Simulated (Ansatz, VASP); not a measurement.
# AlNi (NiAl(110)) in two plane-wave programs, part 2 of 2

Wanted: the spread between two codes on one cell, functional and k mesh. The cell is taken from a series of runs on this material, whose earlier steps may have relaxed, scaled, displaced or heated it; both programs get it as it stands.

VASP 6.6.1 and Ansatz 0.2.0.

So far: Starting point; VASP: single point, PBEsol; Ansatz: single point, PBEsol.

### Step 4. Comparison

Known differences besides the potentials themselves: the data sets hold 147 valence electrons in Ansatz (on its default PAW (the set named soft_2) files) and 91 in VASP; the cutoff is 420 eV in Ansatz and 520 eV in VASP; Ansatz makes its cores anew for this functional, VASP keeps those of its PBE data sets. Total energies have different zeros and are not compared.

Compared:

```tsv
quantity	Ansatz	VASP	difference
work function, lower of the two faces (eV)	4.83	4.83	0.00
work function, higher of the two faces (eV)	4.83	4.83	0.00
```

With vacuum in the cell, a pressure given here is an average over mostly empty space and none of the material.

### Step 5. VASP: single point, RPBE

With cell and atoms fixed, the geometry can't cause a difference; cores, projectors, grids and the points listed under the comparison can.

INCAR

```
SYSTEM = AlNi
PREC = Accurate
ENCUT = 520
EDIFF = 1E-06
NELM = 120
ISMEAR = -1
SIGMA = 0.1
LREAL = .FALSE.
ALGO = Normal
GGA = RP
NBANDS = 59
LASPH = .TRUE.
LORBIT = 11
LWAVE = .FALSE.
LCHARG = .FALSE.
ISIF = 2
LDIPOL = .TRUE.
IDIPOL = 3
DIPOL = 0.5 0.5 0.5
LVHAR = .TRUE.
GGA_COMPAT = .FALSE.
NELMDL = -8
KPAR = 4
```

POSCAR

```
AlNi
1.0
    2.8810000000      0.0000000000      0.0000000000
    0.0000000000      4.0743492732      0.0000000000
    0.0000000000      0.0000000000     28.2230478196
Ni Al
7 7
Direct
    0.0000000000      0.5000000000      0.2853532335
    0.0000000000      0.0000000000      0.3554533364
    0.0000000000      0.5000000000      0.4268263066
    0.0000000000      0.0000000000      0.4999999986
    0.0000000000      0.5000000000      0.5731736906
    0.0000000000      0.0000000000      0.6445466608
    0.0000000000      0.5000000000      0.7146467637
    0.5000000000      0.0000000000      0.2789528616
    0.5000000000      0.5000000000      0.3542114234
    0.5000000000      0.0000000000      0.4274758012
    0.5000000000      0.5000000000      0.4999999986
    0.5000000000      0.0000000000      0.5725241960
    0.5000000000      0.5000000000      0.6457885738
    0.5000000000      0.0000000000      0.7210471356
```

KPOINTS

```
Automatic mesh
0
Gamma
12 10 1
0 0 0
```

Potentials, in the order of the species: Ni and Al (PBE family, release 64).

Run with:

```
> mpirun -np 4 vasp_std
```

Numbers of over 12 decimals in the logs are rounded to 6 here.

The log of the run:

```text
[banner, memory and clock lines left out]
running    4 mpi-ranks, on    1 nodes
[...]
[... a notice as in an earlier step ...]

 LDA part: xc-table for (Slater+PW92), standard interpolation
 POSCAR, INCAR and KPOINTS ok, starting setup
[...]
entering main loop
       N       E                     dE             d eps       ncg     rms          rms(c)
DAV:   1     0.635969384233E+03    0.63597E+03   -0.37466E+04  4956   0.150E+03
DAV:   2    -0.195553392899E+02   -0.65552E+03   -0.63037E+03  5065   0.350E+02
DAV:   3    -0.741039310564E+02   -0.54549E+02   -0.52550E+02  5489   0.138E+02
DAV:   4    -0.758092051774E+02   -0.17053E+01   -0.16842E+01  5984   0.233E+01
[...]
DAV:  32    -0.662289600099E+02   -0.31618E-05   -0.17997E-07  3260   0.134E-03    0.121E-03
DAV:  33    -0.662289613694E+02   -0.13596E-05   -0.60930E-08  3111   0.140E-03    0.767E-04
DAV:  34    -0.662289619000E+02   -0.53061E-06   -0.34697E-08  3066   0.127E-03
   1 F= -.66228962E+02 E0= -.66117800E+02  d E =-.222323E+00
```

Parts of OUTCAR (step 5):

```text
  Total        0.2676956      1.4663913      3.3336771      0.0000000      0.0000000      0.0000000
  in kB        1.2946320      7.0917765     16.1223629      0.0000000      0.0000000      0.0000000
  external PRESSURE =       8.1695904 kB  Pullay stress =       0.0000000 kB

 POSITION                                       TOTAL-FORCE (eV/Angst)
 -----------------------------------------------------------------------------------
      0.00000      2.03717      8.05354         0.000000      0.000000     -0.181217
      0.00000      0.00000     10.03198         0.000000     -0.000000     -0.018230
      0.00000      2.03717     12.04634         0.000000      0.000000      0.005206
      0.00000      0.00000     14.11152         0.000000     -0.000000     -0.000000
      0.00000      2.03717     16.17671        -0.000000     -0.000000     -0.005206
      0.00000      0.00000     18.19107        -0.000000     -0.000000      0.018230
      0.00000      2.03717     20.16951        -0.000000     -0.000000      0.181217
      1.44050      0.00000      7.87290         0.000000     -0.000000     -0.094226
      1.44050      2.03717      9.99693         0.000000     -0.000000      0.017651
      1.44050      0.00000     12.06467         0.000000      0.000000      0.004463
      1.44050      2.03717     14.11152         0.000000     -0.000000     -0.000000
      1.44050      0.00000     16.15838         0.000000     -0.000000     -0.004463
      1.44050      2.03717     18.22612         0.000000     -0.000000     -0.017651
      1.44050      0.00000     20.35015         0.000000     -0.000000      0.094226
 -----------------------------------------------------------------------------------
    total drift:                                0.000000      0.000000      0.000180

  FREE ENERGIE OF THE ION-ELECTRON SYSTEM (eV)
  ---------------------------------------------------
  free  energy   TOTEN  =       -66.2289619000 eV

  energy  without entropy=      -66.0066386220  energy(sigma->0) =      -66.11780026

[... 2 parts as in an earlier step ...]

[... 1 further part left out ...]
[key lines of the parts left out:]
E-fermi :   2.8610
```

### Step 6. Ansatz: single point, RPBE

The same cell, functional, mesh and smearing now go to Ansatz, which takes its cutoff from its data sets.

The cell is taken from a series of runs on this material, whose earlier steps may have relaxed, scaled, displaced or heated it; both programs get it as it stands.

input.yaml

```yaml
crystal:
  lattice:
    - [2.881, 0.0, 0.0]
    - [0.0, 4.0743492732, 0.0]
    - [0.0, 0.0, 28.2230478196]
  atoms:
    - { symbol: Ni, position: [0.0, 0.5, 0.2853532335] }
    - { symbol: Al, position: [0.5, 0.0, 0.2789528618] }
    - { symbol: Ni, position: [0.0, 0.0, 0.3554533369] }
    - { symbol: Al, position: [0.5, 0.5, 0.3542114236] }
    - { symbol: Ni, position: [0.0, 0.5, 0.4268263068] }
    - { symbol: Al, position: [0.5, 0.0, 0.4274758018] }
    - { symbol: Ni, position: [0.0, 0.0, 0.5] }
    - { symbol: Al, position: [0.5, 0.5, 0.4999999991] }
    - { symbol: Ni, position: [0.0, 0.5, 0.5731736908] }
    - { symbol: Al, position: [0.5, 0.0, 0.5725241965] }
    - { symbol: Ni, position: [0.0, 0.0, 0.6445466612] }
    - { symbol: Al, position: [0.5, 0.5, 0.6457885741] }
    - { symbol: Al, position: [0.5, 0.0, 0.7210471359] }
    - { symbol: Ni, position: [0.0, 0.5, 0.7146467637] }
hamiltonian:
  xc: rpbe
kpoints:
  mp_grid: { grid: [12, 10, 1] }
scf:
  occupations: { method: fermi_dirac, width: 0.1 }
  convergence: { dr2_threshold: 1.0e-09 }
efield:
  axis: 3
  dipole_correction: true
output:
  write_potential: true
  write_density: true
  volumetric_format: npy
```

Run with:

```
> ansatz run input.yaml --threads 2 --pin off --max-ram 4096MiB --backend cpu --events-out ev --progress --plain --runs-dir out
```

The log of the run:

```text
[...]
Crystal: 14 atoms, lattice volume = 331.288 Å³
Basis set: ecut = 420 eV, 6503 PW (Γ)
Bands: 89, of which v1, the nominal top of the filled ones, is band 74 counted from 1 (73 counted from 0)
Symmetry: 4 space group operations
k-points: 42 of 120
[...]
k-point 0: bands = [... 70 lower, 3.6332, 3.6730, 4.2368, 4.9737, 5.9100, 6.6950, 7.0384, 7.0813, ... 11 higher]
  k-point 1: bands = [... 70 lower, 3.7301, 3.7439, 4.1647, 4.6836, 5.3833, 6.2864, 7.1062, 7.4839, ... 11 higher]
  k-point 2: bands = [... 70 lower, 3.8636, 3.8728, 4.2822, 4.3959, 4.7695, 5.3776, 6.4350, 7.5507, ... 11 higher]
  k-point 41: bands = [... 70 lower, 3.9096, 4.0033, 4.0848, 4.2527, 4.3286, 4.3842, 4.4063, 6.4857, ... 11 higher]
[key lines of the parts left out:]
SCF converged after 11 iterations
Free energy (F): -44703.156474 eV
Fermi energy:    4.861482 eV
Dipole field:    D = -0.000000 V/Å  (p = -0.000000 e·Å, saw-weighted, corrected)
Work function:   Φ+ = 4.6423 eV   Φ− = 4.6423 eV
```

### Step 7. Comparison

What differs besides the data sets and the points named for the pairs above, as far as they apply: the data sets hold 147 valence electrons in Ansatz (on its default PAW (the set named soft_2) files) and 91 in VASP. Total energies have different zeros and are not compared.

Both answers:

```tsv
quantity	Ansatz	VASP	difference
work function, lower of the two faces (eV)	4.64	4.64	0.00
work function, higher of the two faces (eV)	4.64	4.64	0.00
```

With vacuum in the cell, a pressure given here is an average over mostly empty space and none of the material.

### Step 8. Ansatz: single point, PBE

With cell and atoms fixed, the geometry can't cause a difference; cores, projectors, grids and the points listed under the comparison can. This pair takes another cell of the material, with 18 atoms against 14 for the pair before.

The cell is taken from a series of runs on this material, whose earlier steps may have relaxed, scaled, displaced or heated it; both programs get it as it stands.

input.yaml

```yaml
crystal:
  lattice:
    - [2.881, 0.0, 0.0]
    - [0.0, 4.0743492732, 0.0]
    - [0.0, 0.0, 32.2973970928]
  atoms:
    - { symbol: Ni, position: [0.0, 0.0, 0.2476979794] }
    - { symbol: Al, position: [0.5, 0.5, 0.2476979794] }
    - { symbol: Ni, position: [0.0, 0.5, 0.3107734846] }
    - { symbol: Al, position: [0.5, 0.0, 0.3107734846] }
    - { symbol: Ni, position: [0.0, 0.0, 0.3738489897] }
    - { symbol: Al, position: [0.5, 0.5, 0.3738489897] }
    - { symbol: Ni, position: [0.0, 0.5, 0.4369244949] }
    - { symbol: Al, position: [0.5, 0.0, 0.4369244949] }
    - { symbol: Ni, position: [0.0, 0.0, 0.5] }
    - { symbol: Al, position: [0.5, 0.5, 0.5] }
    - { symbol: Ni, position: [0.0, 0.5, 0.5630755051] }
    - { symbol: Al, position: [0.5, 0.0, 0.5630755051] }
    - { symbol: Al, position: [0.5, 0.5, 0.6261510103] }
    - { symbol: Ni, position: [0.0, 0.0, 0.6261510103] }
    - { symbol: Ni, position: [0.0, 0.5, 0.6892265154] }
    - { symbol: Al, position: [0.5, 0.0, 0.6892265154] }
    - { symbol: Ni, position: [0.0, 0.0, 0.7523020206] }
    - { symbol: Al, position: [0.5, 0.5, 0.7523020206] }
hamiltonian:
  xc: pbe
kpoints:
  mp_grid: { grid: [12, 10, 1] }
scf:
  occupations: { method: fermi_dirac, width: 0.1 }
  convergence: { dr2_threshold: 1.0e-09 }
efield:
  axis: 3
  dipole_correction: true
output:
  write_potential: true
  write_density: true
  volumetric_format: npy
```

The log of the run:

```text
[...]
Crystal: 18 atoms, lattice volume = 379.113 Å³
Basis set: ecut = 420 eV, 7411 PW (Γ)
Bands: 114, of which v1, the nominal top of the filled ones, is band 95 counted from 1 (94 counted from 0)
Symmetry: 4 space group operations
k-points: 42 of 120
[...]
k-point 0: bands = [... 91 lower, 4.7606, 5.0799, 5.5290, 6.1372, 6.8883, 7.5621, 7.7671, 7.8555, ... 15 higher]
  k-point 1: bands = [... 91 lower, 4.8922, 5.0484, 5.3527, 5.7917, 6.3460, 7.0321, 7.8857, 7.9378, ... 15 higher]
  k-point 2: bands = [... 91 lower, 5.0320, 5.2462, 5.2712, 5.4371, 5.7106, 6.1658, 6.8659, 7.8423, ... 15 higher]
  k-point 41: bands = [... 91 lower, 5.0189, 5.0199, 5.0901, 5.1831, 5.2272, 5.2745, 5.3958, 5.3983, ... 15 higher]
[key lines of the parts left out:]
SCF converged after 12 iterations
Free energy (F): -57404.498994 eV
Fermi energy:    5.848777 eV
Dipole field:    D = 0.000000 V/Å  (p = 0.000000 e·Å, saw-weighted, corrected)
Work function:   Φ+ = 4.8902 eV   Φ− = 4.8903 eV
```

### Step 9. VASP: single point, PBE

The same cell, functional, mesh and smearing now go to VASP, with its own data sets.

INCAR: that of step 5 with these lines changed.

```diff
@@ -9,4 +9,4 @@
 ALGO = Normal
-GGA = RP
-NBANDS = 59
+GGA = PE
+NBANDS = 76
 LASPH = .TRUE.
```

POSCAR

```
AlNi
1.0
    2.8810000000      0.0000000000      0.0000000000
    0.0000000000      4.0743492732      0.0000000000
    0.0000000000      0.0000000000     32.2973970928
Ni Al
9 9
Direct
    0.0000000000      0.0000000000      0.2476979794
    0.0000000000      0.5000000000      0.3107734846
    0.0000000000      0.0000000000      0.3738489897
    0.0000000000      0.5000000000      0.4369244949
    0.0000000000      0.0000000000      0.5000000000
    0.0000000000      0.5000000000      0.5630755051
    0.0000000000      0.0000000000      0.6261510103
    0.0000000000      0.5000000000      0.6892265154
    0.0000000000      0.0000000000      0.7523020206
    0.5000000000      0.5000000000      0.2476979794
    0.5000000000      0.0000000000      0.3107734846
    0.5000000000      0.5000000000      0.3738489897
    0.5000000000      0.0000000000      0.4369244949
    0.5000000000      0.5000000000      0.5000000000
    0.5000000000      0.0000000000      0.5630755051
    0.5000000000      0.5000000000      0.6261510103
    0.5000000000      0.0000000000      0.6892265154
    0.5000000000      0.5000000000      0.7523020206
```

KPOINTS is that of step 5.

Run with:

```
> mpirun -np 4 vasp_std
```

The log of the run:

```text
[banner, memory and clock lines left out]
running    4 mpi-ranks, on    1 nodes
[...]
|                                                                             |
|               ----> ADVICE to this user running VASP <----                  |
|                                                                             |
|     You have a (more or less) 'large supercell' and for larger cells it     |
|     might be more efficient to use real-space projection operators.         |
|     Therefore, try LREAL= Auto in the INCAR file.                           |
|     Mind: For very accurate calculation, you might also keep the            |
|     reciprocal projection scheme (i.e. LREAL=.FALSE.).                      |
|                                                                             |

 LDA part: xc-table for (Slater+PW92), standard interpolation
 POSCAR, INCAR and KPOINTS ok, starting setup
[...]
entering main loop
       N       E                     dE             d eps       ncg     rms          rms(c)
DAV:   1     0.840847698532E+03    0.84085E+03   -0.48406E+04  6424   0.155E+03
DAV:   2    -0.225908030506E+02   -0.86344E+03   -0.82724E+03  6432   0.361E+02
DAV:   3    -0.102880471950E+03   -0.80290E+02   -0.76456E+02  7004   0.147E+02
DAV:   4    -0.105711627177E+03   -0.28312E+01   -0.27852E+01  7672   0.267E+01
[...]
DAV:  38    -0.925733623429E+02   -0.27239E-05   -0.11457E-07  3948   0.186E-03    0.168E-03
DAV:  39    -0.925733636869E+02   -0.13440E-05   -0.58788E-08  3940   0.146E-03    0.135E-03
DAV:  40    -0.925733646213E+02   -0.93438E-06   -0.25931E-08  3876   0.151E-03
   1 F= -.92573365E+02 E0= -.92430836E+02  d E =-.285058E+00
```

From OUTCAR (step 9):

```text
  Total       -2.2654440     -0.6851470      1.8019760     -0.0000000      0.0000000      0.0000000
  in kB       -9.5740322     -2.8955117      7.6153620     -0.0000000      0.0000000      0.0000000
  external PRESSURE =      -1.6180606 kB  Pullay stress =       0.0000000 kB

 POSITION                                       TOTAL-FORCE (eV/Angst)
 -----------------------------------------------------------------------------------
      0.00000      0.00000      8.00000        -0.000000      0.000000      0.521026
      0.00000      2.03717     10.03717        -0.000000      0.000000      0.281562
      0.00000      0.00000     12.07435        -0.000000     -0.000000     -0.040982
      0.00000      2.03717     14.11152         0.000000      0.000000     -0.017163
      0.00000      0.00000     16.14870        -0.000000      0.000000      0.000000
      0.00000      2.03717     18.18587        -0.000000      0.000000      0.017163
      0.00000      0.00000     20.22305         0.000000     -0.000000      0.040982
      0.00000      2.03717     22.26022         0.000000      0.000000     -0.281562
      0.00000      0.00000     24.29740        -0.000000      0.000000     -0.521026
      1.44050      2.03717      8.00000         0.000000      0.000000     -0.541096
      1.44050      0.00000     10.03717        -0.000000      0.000000     -0.372002
      1.44050      2.03717     12.07435         0.000000      0.000000     -0.005984
      1.44050      0.00000     14.11152        -0.000000     -0.000000      0.018125
      1.44050      2.03717     16.14870        -0.000000      0.000000      0.000000
[...]
-----------------------------------------------------------------------------------
    total drift:                                0.000000      0.000000      0.000000

  FREE ENERGIE OF THE ION-ELECTRON SYSTEM (eV)
  ---------------------------------------------------
  free  energy   TOTEN  =       -92.5733646213 eV

  energy  without entropy=      -92.2883068400  energy(sigma->0) =      -92.43083573

[... 3 further parts left out ...]
[key lines of the parts left out:]
E-fermi :   3.6036
```

### Step 10. Side by side

What differs besides the data sets and the points named for the pairs above, as far as they apply: the data sets hold 189 valence electrons in Ansatz (on its default PAW (the set named soft_2) files) and 117 in VASP. Total energies have different zeros and are not compared.

Compared:

```tsv
quantity	Ansatz	VASP	difference
work function, lower of the two faces (eV)	4.89	4.88	+0.01
work function, higher of the two faces (eV)	4.89	4.88	+0.01
```

With vacuum in the cell, a pressure given here is an average over mostly empty space and none of the material.

### Step 11. Results

| Quantity | Value |
| --- | --- |
| difference in work function, higher of the two faces (single point, PBEsol) | 0.0035 eV |
| difference in work function, higher of the two faces (single point, RPBE) | 0.0023 eV |
| difference in work function, higher of the two faces (single point, PBE) | 0.0059 eV |

The difference in work function, higher of the two faces is 0.0035 eV (single point, PBEsol). The data sets hold unlike numbers of valence electrons (147 in Ansatz and 91 in VASP and 189 in Ansatz and 117 in VASP), so part of the differences comes from the potentials. Such differences can come from data sets, numerical settings and the points named under the comparisons, not from the functional's error against experiment.

[Lines on the potential files, build, host, timing and source positions are cut from VASP's logs without a mark.]

[Logs are printed without paths, hosts, clocks, repeated set-up lines and the standing remarks that a program may print on its own settings, such as how far it seeks lower states.]

[Hosts, paths, dates, database ids (printed as entryN), source tags and the programs' standing remarks are cut or masked in the printed files.]
